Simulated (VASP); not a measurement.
Here is a VASP 6.6.1 calculation.

The input INCAR:

```
PREC = Accurate
ENCUT = 700
EDIFF = 1E-6
ISMEAR = 0
SIGMA = 0.1
LREAL = False
LASPH = True
NELM = 80
ALGO = Normal
ISIF = 2
LWAVE = False
LCHARG = True
GGA = PS
LELF = True
LVHAR = True
```

Contents of KPOINTS:

```
Automatic mesh
0
Gamma
  14 14 14
```

POSCAR

```
Sb
1.0
    3.0633500000      0.0000000000      0.0000000000
    0.0000000000      3.0633500000      0.0000000000
    0.0000000000      0.0000000000      3.0633500000
Sb
1
Direct
    0.0000000000      0.0000000000      0.0000000000
```

Potentials or basis: VASP PAW PBE potentials, release 64 (Sb).

Run with:

```console
$ cat potpaw_PBE.64/Sb/POTCAR > POTCAR
$ mpirun -np 1 vasp_std > vasp.out
```

Question: Predict the pressure.

Answer: 0.0 GPa.

Question: Predict the band gap on the k mesh.

Answer: None (metal or under the smearing width).

Caveat: the PAW data sets were made with another functional, which shifts forces and pressure a little. The run has no spin-orbit coupling, so splittings on Sb are missing.
